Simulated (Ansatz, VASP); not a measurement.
Two plane-wave programs on HgSe (mp)

```
Hg Se
1.0
     0.00000    3.13003    3.13003
     3.13003    0.00000    3.13003
     3.13003    3.13003    0.00000
Hg Se
1 1
Direct
  0.00000 0.00000 0.00000
  0.25000 0.25000 0.25000
```

Alike in both runs: functional PBE; k mesh 12 × 12 × 12; occupations methfessel-paxton of order 1, width 0.2 eV; no spin polarisation.

Ansatz relaxed the structure, and its values are those at the end. VASP's run is a single point on that final structure, the one shown.

|  | VASP | Ansatz |
| --- | --- | --- |
| version | VASP 6.6.1 | Ansatz 0.2.0 |
| potentials or method | VASP PAW PBE potentials, release 64 (Hg, Se) | scalar-relativistic, plane waves, PAW |
| plane-wave cutoff (eV) | 520 | 420 |
| valence electrons in the cell | 18 | 36 |

```tsv
	VASP	Ansatz	Ansatz less VASP
gap on the k mesh at the Fermi level (eV)	none	none	-
pressure (GPa)	0.2	0.0	-0.19
```

A gap of «none» marks a metal or a gap that the smearing closes. The two sets of potentials don't hold the same shells in valence.

Spin-orbit coupling is left out, which matters for the levels of Hg.
